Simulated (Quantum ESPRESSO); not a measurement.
# BP (F-43m) in Quantum ESPRESSO: further runs

The runs below take BP through single point, equation of state, with r2SCAN.

Program: Quantum ESPRESSO 7.5. These are calculated values, not measurements. Logs are shortened: lines on timing, memory, paths and dates and some standing lists are left out, and cuts for length are marked.

**Measured values to compare with.**

“Equation of state of single-crystal cubic boron phosphide”, 2014, arxiv:1407.1677 reports, for a bulk crystal of BP at 300 K: bulk modulus 179 ± 1 GPa.

How close the calculation comes is told below.

### 1 The structure

The structure is cubic, space group F-43m (No. 216). Conventional cell: a = 4.538 Å, b = 4.538 Å, c = 4.538 Å, α = 90.00°, β = 90.00°, γ = 90.00°. P (site symmetry -43m) has 4 B at 1.97 Å as nearest neighbours. B (site symmetry -43m) has 4 P at 1.97 Å as nearest neighbours.

### 2 Single point, r2SCAN, 10.98 Å³/atom

pw.in

```
&CONTROL
  calculation = 'scf'
  prefix = 'pwscf'
  outdir = './tmp'
  pseudo_dir = './pseudo'
  tstress = .true.
  disk_io = 'nowf'
/
&SYSTEM
  ibrav = 0
  nat = 2
  ntyp = 2
  ecutwfc = 70
  nbnd = 9
  input_dft = 'r2scan'
  occupations = 'smearing'
  smearing = 'fd'
  degauss = 0.00367493
  nosym = .true.
  nr1 = 36
  nr2 = 36
  nr3 = 36
/
&ELECTRONS
  conv_thr = 1d-08
  electron_maxstep = 120
  mixing_beta = 0.5
/
ATOMIC_SPECIES
P     30.9738 P_ONCV_PBE-1.2.upf
B     10.8100 B_ONCV_PBE-1.2.upf
CELL_PARAMETERS angstrom
   0.0000000000    2.2226808807    2.2226808807
   2.2226808807    0.0000000000    2.2226808807
   2.2226808807    2.2226808807    0.0000000000
ATOMIC_POSITIONS crystal
P      0.7500000000    0.7500000000    0.7500000000
B      0.0000000000    0.0000000000    0.0000000000
K_POINTS automatic
8 8 8 0 0 0
```

Potentials or basis: SG15 PBE 1.2.

Launch:

```
> OMP_NUM_THREADS=1 mpirun -n 2 pw.x -nk 2 -in pw.in > pw.out
```

pw.out:

```text
This program is part of the open-source Quantum ESPRESSO suite
     for quantum simulation of materials; please cite
         "P. Giannozzi et al., J. Phys.:Condens. Matter 21 395502 (2009);
         "P. Giannozzi et al., J. Phys.:Condens. Matter 29 465901 (2017);
         "P. Giannozzi et al., J. Chem. Phys. 152 154105 (2020);
     in publications or presentations arising from this work. More details at

     IMPORTANT: XC functional enforced from input :
     Exchange-correlation= R2SCAN
                           (   0   0   0   0   0 497 498)
     Any further DFT definition will be discarded
     Please, verify this is what you really want

     K-points division:     npool     =       2
     Subspace diagonalization in iterative solution of the eigenvalue problem:
     a serial algorithm will be used

     G-vector sticks info
     --------------------
     sticks:   dense  smooth     PW     G-vecs:    dense   smooth      PW
     Sum         673     673    211                11791    11791    2109

     Using Slab Decomposition

     bravais-lattice index     =            0
     lattice parameter (alat)  =       5.9401  a.u.
     unit-cell volume          =     148.2033 (a.u.)^3
     number of atoms/cell      =            2
     number of atomic types    =            2
     number of electrons       =         8.00
     number of Kohn-Sham states=            9
     kinetic-energy cutoff     =      70.0000  Ry
     charge density cutoff     =     280.0000  Ry
     scf convergence threshold =      1.0E-08
     mixing beta               =       0.5000
     number of iterations used =            8  plain     mixing
     Exchange-correlation= R2SCAN
                           (   0   0   0   0   0 497 498)

     celldm(1)=   5.940062  celldm(2)=   0.000000  celldm(3)=   0.000000
     celldm(4)=   0.000000  celldm(5)=   0.000000  celldm(6)=   0.000000

     crystal axes: (cart. coord. in units of alat)
               a(1) = (   0.000000   0.707107   0.707107 )
               a(2) = (   0.707107   0.000000   0.707107 )
               a(3) = (   0.707107   0.707107   0.000000 )

     reciprocal axes: (cart. coord. in units 2 pi/alat)
               b(1) = ( -0.707107  0.707107  0.707107 )
               b(2) = (  0.707107 -0.707107  0.707107 )
               b(3) = (  0.707107  0.707107 -0.707107 )

     PseudoPot. # 1 for P  read from file:
     P_ONCV_PBE-1.2.upf
     Pseudo is Norm-conserving, Zval =  5.0
     Generated using ONCVPSP code by D. R. Hamann
     Using radial grid of  602 points,  4 beta functions with:
                l(1) =   0
                l(2) =   0
                l(3) =   1
                l(4) =   1

     PseudoPot. # 2 for B  read from file:
     B_ONCV_PBE-1.2.upf
     Pseudo is Norm-conserving, Zval =  3.0
     Generated using ONCVPSP code by D. R. Hamann
     Using radial grid of  602 points,  4 beta functions with:
                l(1) =   0
                l(2) =   0
                l(3) =   1
                l(4) =   1

     atomic species   valence    mass     pseudopotential
     P                 5.00    30.97380     P ( 1.00)
     B                 3.00    10.81000     B ( 1.00)

     No symmetry found

   Cartesian axes

     site n.     atom                  positions (alat units)
         1        P      tau(   1) = (   1.0606602   1.0606602   1.0606602  )
         2        B      tau(   2) = (   0.0000000   0.0000000   0.0000000  )

     number of k points=   260  Fermi-Dirac smearing, width (Ry)=  0.0037

     Number of k-points >= 100: set verbosity='high' to print them.

     Dense  grid:    11791 G-vectors     FFT dimensions: (  36,  36,  36)

     WARNING: libxc functional with ID  497 depends
      on external parameters: check the user_guide of
      QE if you need to modify them or to check their
      default values.

     WARNING: libxc functional with ID  498 depends
      on external parameters: check the user_guide of
      QE if you need to modify them or to check their
      default values.

     Initial potential from superposition of free atoms

     starting charge       7.9605, renormalised to       8.0000
     Starting wfcs are random

     Self-consistent Calculation

     iteration #  1     ecut=    70.00 Ry     beta= 0.50
     Davidson diagonalization with overlap
     ethr =  1.00E-02,  avg # of iterations =  8.7

     total energy              =     -18.89187927 Ry
     estimated scf accuracy    <       0.35912798 Ry

     iteration #  2     ecut=    70.00 Ry     beta= 0.50
     Davidson diagonalization with overlap
     ethr =  4.49E-03,  avg # of iterations =  1.0

     total energy              =     -18.91707572 Ry
     estimated scf accuracy    <       0.05770562 Ry

     iteration #  3     ecut=    70.00 Ry     beta= 0.50
     Davidson diagonalization with overlap
     ethr =  7.21E-04,  avg # of iterations =  1.0

     total energy              =     -18.91924565 Ry
     estimated scf accuracy    <       0.00294002 Ry

     iteration #  4     ecut=    70.00 Ry     beta= 0.50
     Davidson diagonalization with overlap
     ethr =  3.68E-05,  avg # of iterations =  4.4

     total energy              =     -18.91948442 Ry
     estimated scf accuracy    <       0.00004718 Ry

     iteration #  5     ecut=    70.00 Ry     beta= 0.50
     Davidson diagonalization with overlap
     ethr =  5.90E-07,  avg # of iterations =  4.4

     total energy              =     -18.91951607 Ry
     estimated scf accuracy    <       0.00001670 Ry

     iteration #  6     ecut=    70.00 Ry     beta= 0.50
     Davidson diagonalization with overlap
     ethr =  2.09E-07,  avg # of iterations =  1.0

     total energy              =     -18.91951704 Ry
     estimated scf accuracy    <       0.00000254 Ry

     iteration #  7     ecut=    70.00 Ry     beta= 0.50
     Davidson diagonalization with overlap
     ethr =  3.18E-08,  avg # of iterations =  1.1

     total energy              =     -18.91951722 Ry
     estimated scf accuracy    <       0.00000008 Ry

     iteration #  8     ecut=    70.00 Ry     beta= 0.50
     Davidson diagonalization with overlap
     ethr =  1.02E-09,  avg # of iterations =  2.4

     End of self-consistent calculation

     Number of k-points >= 100: set verbosity='high' to print the bands.

     the Fermi energy is    10.7312 ev

!    total energy              =     -18.91951725 Ry
     estimated scf accuracy    <          4.7E-09 Ry
     smearing contrib. (-TS)   =      -0.00000000 Ry
     internal energy E=F+TS    =     -18.91951725 Ry

     The total energy is F=E-TS. E is the sum of the following terms:
     one-electron contribution =       7.01017686 Ry
     hartree contribution      =       1.21785634 Ry
     xc contribution           =      -5.72703483 Ry
     ewald contribution        =     -21.42051562 Ry

     convergence has been achieved in   8 iterations

     Computing stress (Cartesian axis) and pressure

          total   stress  (Ry/bohr**3)                   (kbar)     P=      109.32
   0.00074313   0.00000000  -0.00000000          109.32        0.00       -0.00
   0.00000000   0.00074313  -0.00000001            0.00      109.32       -0.00
  -0.00000000  -0.00000001   0.00074313           -0.00       -0.00      109.32

=------------------------------------------------------------------------------=
   JOB DONE.
=------------------------------------------------------------------------------=
```

Run time: 93 s. Hardware: 2 MPI ranks of Arm Neoverse V2, shared host; peak memory 0.16 GiB.

What came out:

```
Free energy            : -257.4131 eV
Pressure               : 10.9 GPa
Band gap on the k mesh : 1.37 eV, indirect (least direct gap 3.69 eV)
```

Caveat: the potentials were made for another functional, which shifts forces and pressure.

### 3 Single point, r2SCAN, 11.21 Å³/atom

Changes to pw.in since step 2:

```diff
@@ -32,5 +32,5 @@
 CELL_PARAMETERS angstrom
-   0.0000000000    2.2226808807    2.2226808807
-   2.2226808807    0.0000000000    2.2226808807
-   2.2226808807    2.2226808807    0.0000000000
+   0.0000000000    2.2383340787    2.2383340787
+   2.2383340787    0.0000000000    2.2383340787
+   2.2383340787    2.2383340787    0.0000000000
 ATOMIC_POSITIONS crystal
```

Potentials or basis: SG15 PBE 1.2.

Launch:

```
> OMP_NUM_THREADS=1 mpirun -n 2 pw.x -nk 2 -in pw.in > pw.out
```

Run time: 93 s. Hardware: 2 MPI ranks of Arm Neoverse V2, shared host; peak memory 0.18 GiB.

Results (log left out):

| Item | Value |
| --- | --- |
| Free energy | -257.4390 eV |
| Pressure | 6.8 GPa |
| Band gap on the k mesh | 1.39 eV, indirect (least direct gap 3.65 eV) |

Caveat: the potentials were made for another functional, which shifts forces and pressure.

### 4 Single point, r2SCAN, 11.45 Å³/atom

Changes to pw.in since step 3:

```diff
@@ -32,5 +32,5 @@
 CELL_PARAMETERS angstrom
-   0.0000000000    2.2383340787    2.2383340787
-   2.2383340787    0.0000000000    2.2383340787
-   2.2383340787    2.2383340787    0.0000000000
+   0.0000000000    2.2537713532    2.2537713532
+   2.2537713532    0.0000000000    2.2537713532
+   2.2537713532    2.2537713532    0.0000000000
 ATOMIC_POSITIONS crystal
```

Launch:

```
> OMP_NUM_THREADS=1 mpirun -n 2 pw.x -nk 2 -in pw.in > pw.out
```

Wall time 96 s (2 MPI ranks of Arm Neoverse V2, shared host); peak memory 0.18 GiB.

Results (log left out):

| Property | Result |
| --- | --- |
| Free energy | -257.4532 eV |
| Pressure | 3.0 GPa |
| Band gap on the k mesh | 1.42 eV, indirect (least direct gap 3.62 eV) |

Caveat: the potentials were made for another functional, which shifts forces and pressure.

### 5 Single point, r2SCAN, 11.68 Å³/atom

Changes to pw.in since step 4:

```diff
@@ -32,5 +32,5 @@
 CELL_PARAMETERS angstrom
-   0.0000000000    2.2537713532    2.2537713532
-   2.2537713532    0.0000000000    2.2537713532
-   2.2537713532    2.2537713532    0.0000000000
+   0.0000000000    2.2690000000    2.2690000000
+   2.2690000000    0.0000000000    2.2690000000
+   2.2690000000    2.2690000000    0.0000000000
 ATOMIC_POSITIONS crystal
```

Launch:

```
> OMP_NUM_THREADS=1 mpirun -n 2 pw.x -nk 2 -in pw.in > pw.out
```

It took 100 s on 2 MPI ranks of Arm Neoverse V2, shared host; peak memory 0.18 GiB.

It converged, with:

```yaml
Free_energy: -257.4569 eV
Pressure: -0.5 GPa
Band_gap_on_the_k_mesh: 1.44 eV, indirect (least direct gap 3.59 eV)
```

Caveat: the potentials were made for another functional, which shifts forces and pressure.

### 6 Single point, r2SCAN, 11.92 Å³/atom

Changes to pw.in since step 5:

```diff
@@ -32,5 +32,5 @@
 CELL_PARAMETERS angstrom
-   0.0000000000    2.2690000000    2.2690000000
-   2.2690000000    0.0000000000    2.2690000000
-   2.2690000000    2.2690000000    0.0000000000
+   0.0000000000    2.2840269280    2.2840269280
+   2.2840269280    0.0000000000    2.2840269280
+   2.2840269280    2.2840269280    0.0000000000
 ATOMIC_POSITIONS crystal
```

Potentials or basis: SG15 PBE 1.2.

Launch:

```
> OMP_NUM_THREADS=1 mpirun -n 2 pw.x -nk 2 -in pw.in > pw.out
```

It took 1.7 min on 2 MPI ranks of Arm Neoverse V2, shared host; peak memory 0.18 GiB.

It converged, with:

```yaml
Free_energy: -257.4511 eV
Pressure: -3.6 GPa
Band_gap_on_the_k_mesh: 1.46 eV, indirect (least direct gap 3.56 eV)
```

Caveat: the potentials were made for another functional, which shifts forces and pressure.

### 7 Single point, r2SCAN, 12.15 Å³/atom

Changes to pw.in since step 6:

```diff
@@ -32,5 +32,5 @@
 CELL_PARAMETERS angstrom
-   0.0000000000    2.2840269280    2.2840269280
-   2.2840269280    0.0000000000    2.2840269280
-   2.2840269280    2.2840269280    0.0000000000
+   0.0000000000    2.2988586873    2.2988586873
+   2.2988586873    0.0000000000    2.2988586873
+   2.2988586873    2.2988586873    0.0000000000
 ATOMIC_POSITIONS crystal
```

Launch:

```
> OMP_NUM_THREADS=1 mpirun -n 2 pw.x -nk 2 -in pw.in > pw.out
```

It took 87 s on 2 MPI ranks of Arm Neoverse V2, shared host; peak memory 0.18 GiB.

Results (log left out):

```yaml
Free_energy: -257.4365 eV
Pressure: -6.4 GPa
Band_gap_on_the_k_mesh: 1.48 eV, indirect (least direct gap 3.53 eV)
```

Caveat: the potentials were made for another functional, which shifts forces and pressure.

### 8 Single point, r2SCAN, 12.38 Å³/atom

Changes to pw.in since step 7:

```diff
@@ -32,5 +32,5 @@
 CELL_PARAMETERS angstrom
-   0.0000000000    2.2988586873    2.2988586873
-   2.2988586873    0.0000000000    2.2988586873
-   2.2988586873    2.2988586873    0.0000000000
+   0.0000000000    2.3135014941    2.3135014941
+   2.3135014941    0.0000000000    2.3135014941
+   2.3135014941    2.3135014941    0.0000000000
 ATOMIC_POSITIONS crystal
```

Launch:

```
> OMP_NUM_THREADS=1 mpirun -n 2 pw.x -nk 2 -in pw.in > pw.out
```

It took 89 s on 2 MPI ranks of Arm Neoverse V2, shared host; peak memory 0.18 GiB.

The run converged. Its results:

- Free energy: -257.4140 eV
- Pressure: -9.0 GPa
- Band gap on the k mesh: 1.50 eV, indirect (least direct gap 3.51 eV)

Caveat: the potentials were made for another functional, which shifts forces and pressure.

### 9 Equation of state, r2SCAN

Potentials or basis: SG15 PBE 1.2.

No new run: the results of the series are fitted here.

Results:

| Quantity | Value |
| --- | --- |
| Equilibrium volume | 11.65 Å³/atom |
| Bulk modulus | 166 GPa |
| Pressure derivative of the bulk modulus | 3.7 |

Energy against volume, from the lowest point:
```csv
volume (Å³/atom),energy (meV/atom)
10.981,21.89
11.214,8.98
11.448,1.86
11.682,0.00
11.915,2.93
12.149,10.21
12.383,21.45
```

Caveat: the potentials were made for another functional, which shifts forces and pressure.

### 10 Against experiment

Step 9. A measured bulk modulus of BP is 179 GPa (300 K; “Equation of state of single-crystal cubic boron phosphide”, 2014, arxiv:1407.1677); the calculated 166 GPa misses it by -7.5 %. 3 values of this kind are on record (173 to 179 GPa); this one was drawn at random among those near their median, those with a stated uncertainty first. The fit is for a static lattice scaled at fixed shape and fixed fractional positions.
